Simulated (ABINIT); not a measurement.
Wanted: the native input for an ABINIT 10.8.3 (patched build) run.

- Task: relaxation of cell and atoms
- Functional: LDA
- Potentials or basis: JTH PAW LDA v2.0
- Cutoff: 463 eV
- k mesh: 10 × 10 × 8
- Occupations: fermi-dirac, width 0.05 eV
- Spin: no spin polarisation
- Target pressure: 1 GPa
- Cell freedom (optcell): 2
- Cutoff smearing ecutsm (Ha): 0.5
- Optimiser (ionmov): 2
- Force stop (Ha/bohr): 0.0001
- Fine-grid cutoff: 925.187 eV

ZrB2:

```
CELL_PARAMETERS angstrom
3.17000 0.00000 0.00000
-1.58500 2.74530 0.00000
0.00000 0.00000 3.53300
ATOMIC_POSITIONS crystal
Zr 0.00000 0.00000 0.00000
B 0.66667 0.33333 0.50000
B 0.33333 0.66667 0.50000
```

The input as run:

run.abi

```
# Pseudopotentials
pp_dirpath "./"
pseudos "Zr.LDA_PW-JTH.xml, B.LDA_PW-JTH.xml"

# Structure
acell 3.17 3.17 3.533 Angstrom
rprim
     1.0000000000     0.0000000000     0.0000000000
    -0.5000000000     0.8660254038     0.0000000000
     0.0000000000     0.0000000000     1.0000000000
ntypat 2
znucl 40 5
natom 3
typat 1 2 2
xred
     0.0000000000     0.0000000000     0.0000000000
     0.6666666667     0.3333333333     0.5000000000
     0.3333333333     0.6666666667     0.5000000000
chkprim 0
chksymtnons 0
tolsym 1.0e-6

# Plane-wave basis
ecut 17.0
pawecutdg 34.0

# k points
kptopt 1
ngkpt 10 10 8
nshiftk 1
shiftk 0.0 0.0 0.0

# Exchange and correlation
ixc 7

# Bands and occupations
nband 13
occopt 3
tsmear 0.05 eV

# SCF cycle
nstep 100
tolvrs 1.0e-9

# Output
iomode 3
prtwf 0
prtden 0
prteig 0
prtebands 0

# Relaxation
ionmov 2
ntime 60
tolmxf 0.0001
optcell 2
dilatmx 1.08
ecutsm 0.5
strtarget 3*-3.398931e-05 3*0.0
```

Potentials or basis: JTH PAW LDA v2.0.

Command:

```sh
$ abinit run.abi > log 2>&1
```

It gave:

```json
{
  "Relaxed volume": "9.85 Å³/atom",
  "Relaxed cell": "a = 3.128 Å, b = 3.128 Å, c = 3.487 Å, α = 90.00°, β = 90.00°, γ = 120.00°",
  "Space group after relaxing (to 0.05 Å)": "P6/mmm (No. 191)",
  "Energy change on relaxing (the enthalpy is what falls)": "-10.1 meV/atom",
  "Ionic steps": "6",
  "Pressure after relaxing": "1.0 GPa",
  "Band gap on the k mesh": "none (metal or under the smearing width)"
}
```

Caveat: the atomic spheres overlap.

It took 83 s on 1 thread of Arm Neoverse V2, with other jobs on the host, peak memory 0.11 GiB.
